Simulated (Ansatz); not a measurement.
RuO₂ (rutile, P4_2/mnm) under volume change, the program Ansatz at the LDA level (PAW), shape and atoms relaxed at each volume.

```tsv
V (Å³/atom)	E − E(relaxed) (meV/atom)	P (GPa)
9.133	90.8	35.06
9.434	38.1	21.41
9.735	9.0	9.82
10.036	0.0	0.00
10.337	8.0	-8.30
10.638	30.4	-15.29
10.939	64.8	-21.15
```

### Question
What does a third-order Birch–Murnaghan fit give for V₀, B₀ and B′?

### Answer
V₀ = 10.04 Å³/atom, B₀ = 299 GPa, B′ = 4.6.

The LDA relaxation kept the symmetry of its start; of distortions, only those at the zone centre were tested. No spin polarisation was allowed.

Potentials: the later of the program's two PAW sets.
